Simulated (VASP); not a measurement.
Set up this calculation in VASP 6.6.1, as the native input.

```yaml
Task: single point
Functional: PBE
Potentials_or_basis: VASP PAW PBE potentials, release 64 (Sb, Mg)
Cutoff: 520 eV
k_mesh: 7 × 7 × 4
Occupations: gaussian, width 0.015 eV
Spin: no spin polarisation
Further_INCAR_settings: ALGO = Fast; EDIFF = 1e-06; NBANDS = 16
```

The structure of Mg3Sb2 lies in POSCAR:

```
Mg3Sb2
1.0
    4.5820000000      0.0000000000      0.0000000000
   -2.2910000000      3.9681284001      0.0000000000
    0.0000000000      0.0000000000      7.2440000000
Sb Mg
2 3
Direct
    0.6666666667      0.3333333333      0.7650000000
    0.3333333333      0.6666666667      0.2350000000
    0.0000000000      0.0000000000      0.0000000000
    0.6666666667      0.3333333333      0.3700000000
    0.3333333333      0.6666666667      0.6300000000
```

The input as run:

INCAR

```
  PREC = Accurate
  ENCUT = 520
  EDIFF = 1E-6
  ISMEAR = 0
  SIGMA = 0.015
  LREAL = False
  LASPH = True
  NELM = 80
  ALGO = Fast
  ISIF = 2
  LWAVE = False
  LCHARG = False
  GGA = PE
  NBANDS = 16
```

KPOINTS

```
regular mesh
0
Gamma
  7 7 4
```

Potentials or basis: VASP PAW PBE potentials, release 64 (Sb, Mg).

The run is started by

```console
$ cat potpaw_PBE.64/Sb/POTCAR potpaw_PBE.64/Mg/POTCAR > POTCAR
$ mpirun -np 1 vasp_std > vasp.out
```

Results of the run:

```json
{"Pressure": "1.0 GPa", "Largest force": "0.497 eV/Å", "Band gap on the k mesh": "0.34 eV, indirect (least direct gap 1.17 eV)"}
```

Caveat: spin-orbit coupling is left out, which moves the levels of the heavy elements; an odd mesh through Γ misses points on the zone boundary, where band edges often lie.

Wall time 29 s on 1 thread of Intel(R) Xeon(R) 6975P-C (Granite Rapids), with other jobs on the host, peak memory 0.26 GiB.
